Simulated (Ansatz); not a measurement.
# Ga2O3: the cost of one run

Computed with Ansatz 0.2.0 (DFT PBE, scalar-relativistic, plane waves, PAW, unless a step's input says otherwise).

**1. Starting point**

The structure is monoclinic, space group C2/m (No. 12). The conventional cell has a = 12.214 Å, b = 3.037 Å, c = 5.798 Å, α = 90.00°, β = 103.83°, γ = 90.00°. Around Ga (site symmetry m) lie 4 O at 1.83 to 1.86 Å. Around Ga (site symmetry m) lie 6 O at 1.94 to 2.07 Å. O (site symmetry m) has 3 Ga at 1.83 to 1.94 Å as nearest neighbours. O (site symmetry m) has 4 Ga at 1.86 to 2.07 Å as nearest neighbours.

As a file:

```cif
data_structure
_symmetry_space_group_name_H-M 'C2/m'
_symmetry_Int_Tables_number 12
_cell_length_a 12.2140
_cell_length_b 3.0371
_cell_length_c 5.7981
_cell_angle_alpha 90.000
_cell_angle_beta 103.830
_cell_angle_gamma 90.000
_cell_volume 208.85
loop_
_atom_site_label
_atom_site_type_symbol
_atom_site_symmetry_multiplicity
_atom_site_Wyckoff_symbol
_atom_site_fract_x
_atom_site_fract_y
_atom_site_fract_z
_atom_site_occupancy
Ga1 Ga 4 i 0.09050 0.00000 0.79460 1
Ga2 Ga 4 i 0.15866 0.50000 0.31402 1
O1 O 4 i 0.16450 0.00000 0.10980 1
O2 O 4 i 0.17330 0.00000 0.56320 1
O3 O 4 i 0.49590 0.00000 0.25660 1
```

The structure comes from the Crystallography Open Database.

**2. Ground state at the listed geometry**

Contents of input.yaml:

```yaml
crystal:
  lattice:
    - [0.0, 3.0371, 0.0]
    - [-1.3859888959, 0.0, 5.630008738]
    - [6.107, -1.51855, 0.0]
  atoms:
    - { symbol: Ga, position: [0.0905, 0.7946, 0.181] }
    - { symbol: Ga, position: [0.9095, 0.2054, 0.819] }
    - { symbol: Ga, position: [0.65866, 0.31402, 0.31732] }
    - { symbol: Ga, position: [0.34134, 0.68598, 0.68268] }
    - { symbol: O, position: [0.1645, 0.1098, 0.329] }
    - { symbol: O, position: [0.8355, 0.8902, 0.671] }
    - { symbol: O, position: [0.1733, 0.5632, 0.3466] }
    - { symbol: O, position: [0.8267, 0.4368, 0.6534] }
    - { symbol: O, position: [0.4959, 0.2566, 0.9918] }
    - { symbol: O, position: [0.5041, 0.7434, 0.0082] }
basis:
  ecutwfc: 420
  fft_grid_basis: typed
kpoints:
  mp_grid: { grid: [8, 6, 8] }
hamiltonian:
  xc: pbe
scf:
  occupations: { method: gaussian, width: 0.05 }
output:
  forces: true
  stress: true
  eigenvalues: true
  bader: true
  write_density: true
  volumetric_format: npy
  elf: true
```

Run with:

```sh
$ ansatz run input.yaml --threads 2 --pin off --max-ram 4096MiB --backend cpu --events-out ev --progress --plain --runs-dir out
```

**Question.** How long does this run take on 2 threads of Intel Xeon 6975P-C (Granite Rapids), shared host, and how much memory does it need?

About 44 s, with a peak of 0.75 GiB.
